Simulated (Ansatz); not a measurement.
MgO (Fm-3m): G0W0 and the starting functional

```yaml
crystal:
  lattice:
    - [0.00000, 2.10550, 2.10550]
    - [2.10550, 0.00000, 2.10550]
    - [2.10550, 2.10550, 0.00000]
  atoms:
    - { symbol: Mg, position: [0.00000, 0.00000, 0.00000] }
    - { symbol: O, position: [0.50000, 0.50000, 0.50000] }
```

Held fixed (Ansatz):

```
datasets        : soft PAW set, first generation
k mesh          : 6×6×6
empty bands     : 180
response cutoff : 180 eV
frequencies     : plasmon pole, fitted at the program's default frequency
q → 0 term      : analytic weight of Carrier, Rohra and Görling
points solved   : Γ, L, X
band sums       : cut at the band count
```

The gap is read direct at Γ, linearised, between the Kohn-Sham band edges among the points solved. ε∞ is the electronic dielectric constant on this mesh. Wave cutoffs: 420, 420 eV in the order of the table.

Task: The orbitals come from LDA, PBE in turn. Does G0W0 narrow the spread of the gaps between these starts?

Result: The Kohn-Sham gaps spread over 0.08 eV and the G0W0 gaps over 0.02 eV, so the dependence on the start is small at both levels.

```csv
orbitals,KS gap (eV),G0W0 gap (eV),ε∞
LDA,4.67,7.25,3.1
PBE,4.75,7.23,3.1
```

Soft PAW datasets can miss an all-electron G0W0 gap by more than 5 %. The PAW or pseudopotential files were made with PBE. Band sums or response are cut, so the gap isn't at its basis limit.
